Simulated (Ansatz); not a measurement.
# NaI: pressure against volume

NaI, Fm-3m, a = 6.528 Å. Ansatz: PBE, PAW, 420 eV, Γ-centred 6×6×6 mesh on 2 atoms, Gaussian smearing 0.02 eV; no spin polarisation. Symmetry fixes shape and atoms, so the cell is only scaled; pressure is positive in compression.

```
V (Å³/atom) P (GPa)
     32.690        ?
     33.733     0.50
     34.777     0.01
     35.820    -0.41
     36.863    -0.76
```

Take V0 = 34.777 Å³/atom, count pressures from its P0 = 0.01 GPa, fit the third-order Birch–Murnaghan form to the other rows, and predict the missing pressure.

With the Eulerian strain f = ½[(V0/V)^(2/3) − 1] and y = (P − P0)/[3f(1 + 2f)^(5/2)], the form is the line y = B0 + 1.5 B0 (B0′ − 4) f. Rows (f, y): 0.01026, 15.13; -0.00975, 15.08; -0.01905, 14.85. Means f = -0.006180, y = 15.020; Σ(Δf)² = 0.0004487, ΣΔfΔy = 0.003782; the slope is their ratio. y = 15.07 + 8.430 f GPa, so B0 = 15.1 GPa and B0′ = 4 + 2 × (8.430)/(3 × 15.07) = 4.37. At V = 32.690, f = 0.02106, y = 15.248 and P = 1.08 GPa. The run gave 1.09 GPa, so the fit is 0.01 GPa too low, a small miss on the scale of the series. The form still works here, 33 % of the fitted range beyond its end.